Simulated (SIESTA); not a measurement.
**As in SIESTA: the effect of strain zz**

As:

```xyz
2
Lattice="1.8808 1.0859 3.3735 -1.8808 1.0859 3.3735 0.0000 -2.1718 3.3735" Properties=species:S:1:pos:R:3 pbc="T T T"
As    0.0000    0.0000    2.2872
As    0.0000    0.0000    7.8333
```

The cell isn't the ideal one: cell strained along z.

Alike in all runs:

```yaml
Program: SIESTA 5.4.2
Task: band structure
Functional: PBEsol
Potentials_or_basis: PseudoDojo 0.4 standard (PBEsol files)
Basis: DZP (energy shift 0.003 Ry; two zetas on semicore shells)
Grid_cutoff: 500 Ry
Energy_shift: 0.003 Ry
k_mesh: 9 × 9 × 9
Occupations: fermi-dirac, width 0.05 eV
Spin: no spin polarisation
```

Q: One run gave: pressure 0.0 GPa; largest force 0.46 eV/Å. Which strain zz did it use?
A. -0.02
B. -0.04
C. 0.04
D. 0.02
E. 0

A: C.

| strain zz | pressure (GPa) | largest force (eV/Å) |
| --- | --- | --- |
| -0.04 | 5.3 | 1.11 |
| -0.02 | 3.8 | 0.97 |
| 0 | 2.4 | 0.82 |
| 0.02 | 1.2 | 0.64 |
| 0.04 | 0.0 | 0.46 |

Caveats: the basis of atomic orbitals isn't converged, which shifts pressures, moduli and gaps.
